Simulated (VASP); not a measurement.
Input of a VASP 6.6.1 run:

The input INCAR:

```
SYSTEM = PtS2
ALGO = Fast ; EDIFF = 1E-6
ENCUT = 900 ; GGA = PE
ISIF = 2 ; ISMEAR = -1
LASPH = .True. ; LCHARG = .False.
LMAXMIX = 4 ; LREAL = .False.
LWAVE = .False. ; NELM = 100
PREC = Accurate ; SIGMA = 0.05
```

File KPOINTS:

```
k-points
0
Gamma
  9 9 5
  0 0 0
```

Contents of POSCAR:

```
PtS2
1.0
    3.5432000000      0.0000000000      0.0000000000
   -1.7716000000      3.0685012107      0.0000000000
    0.0000000000      0.0000000000      5.0388000000
Pt S
1 2
Direct
    0.0000000000      0.0000000000      0.0000000000
    0.6666666667      0.3333333333      0.7730000000
    0.3333333333      0.6666666667      0.2270000000
```

File KPOINTS_OPT:

```
path GMKGALHA,LM,KH
15
line-mode
reciprocal
 0.0000000000  0.0000000000  0.0000000000  G
 0.5000000000  0.0000000000  0.0000000000  M

 0.5000000000  0.0000000000  0.0000000000  M
 0.3333333333  0.3333333333  0.0000000000  K

 0.3333333333  0.3333333333  0.0000000000  K
 0.0000000000  0.0000000000  0.0000000000  G

 0.0000000000  0.0000000000  0.0000000000  G
 0.0000000000  0.0000000000  0.5000000000  A

 0.0000000000  0.0000000000  0.5000000000  A
 0.5000000000  0.0000000000  0.5000000000  L

 0.5000000000  0.0000000000  0.5000000000  L
 0.3333333333  0.3333333333  0.5000000000  H

 0.3333333333  0.3333333333  0.5000000000  H
 0.0000000000  0.0000000000  0.5000000000  A

 0.5000000000  0.0000000000  0.5000000000  L
 0.5000000000  0.0000000000  0.0000000000  M

 0.3333333333  0.3333333333  0.0000000000  K
 0.3333333333  0.3333333333  0.5000000000  H
```

Potentials or basis: VASP PAW PBE potentials, release 64 (Pt, S_h).

Command:

```sh
$ cat potpaw_PBE.64/Pt/POTCAR potpaw_PBE.64/S_h/POTCAR > POTCAR
$ mpirun -np 1 vasp_std > vasp.out
```

Q: Predict the band gap along the path.

A: 1.02 eV, indirect (least direct gap 1.54 eV).

Q: Estimate the pressure.

A: 11.4 GPa.

Levels at the corners of the path, in eV from the valence-band top:
| point | band 9 | band 10 | band 11 | band 12 | band 13 | band 14 |
| --- | --- | --- | --- | --- | --- | --- |
| Γ | -1.11 | -1.11 | -0.09 | 2.48 | 2.48 | 4.81 |
| M | -3.20 | -2.97 | -2.32 | 1.81 | 2.87 | 5.54 |
| M | -3.20 | -2.97 | -2.32 | 1.81 | 2.87 | 5.54 |
| K | -2.66 | -1.46 | -1.46 | 1.07 | 1.07 | 5.71 |
| K | -2.66 | -1.46 | -1.46 | 1.07 | 1.07 | 5.71 |
| Γ | -1.11 | -1.11 | -0.09 | 2.48 | 2.48 | 4.81 |
| Γ | -1.11 | -1.11 | -0.09 | 2.48 | 2.48 | 4.81 |
| A | -1.30 | -1.30 | -0.89 | 2.96 | 2.96 | 5.48 |
| A | -1.30 | -1.30 | -0.89 | 2.96 | 2.96 | 5.48 |
| L | -3.07 | -2.69 | -1.35 | 2.12 | 2.39 | 5.40 |
| L | -3.07 | -2.69 | -1.35 | 2.12 | 2.39 | 5.40 |
| H | -3.51 | -1.85 | -1.85 | 2.26 | 2.26 | 7.26 |
| H | -3.51 | -1.85 | -1.85 | 2.26 | 2.26 | 7.26 |
| A | -1.30 | -1.30 | -0.89 | 2.96 | 2.96 | 5.48 |
| L | -3.07 | -2.69 | -1.35 | 2.12 | 2.39 | 5.40 |
| M | -3.20 | -2.97 | -2.32 | 1.81 | 2.87 | 5.54 |
| K | -2.66 | -1.46 | -1.46 | 1.07 | 1.07 | 5.71 |
| H | -3.51 | -1.85 | -1.85 | 2.26 | 2.26 | 7.26 |

Caveat: spin-orbit coupling is left out, which moves the levels of the heavy elements; forces of over 1 eV/Å show positions far from the minimum, so gaps and moduli don't describe the material at rest.
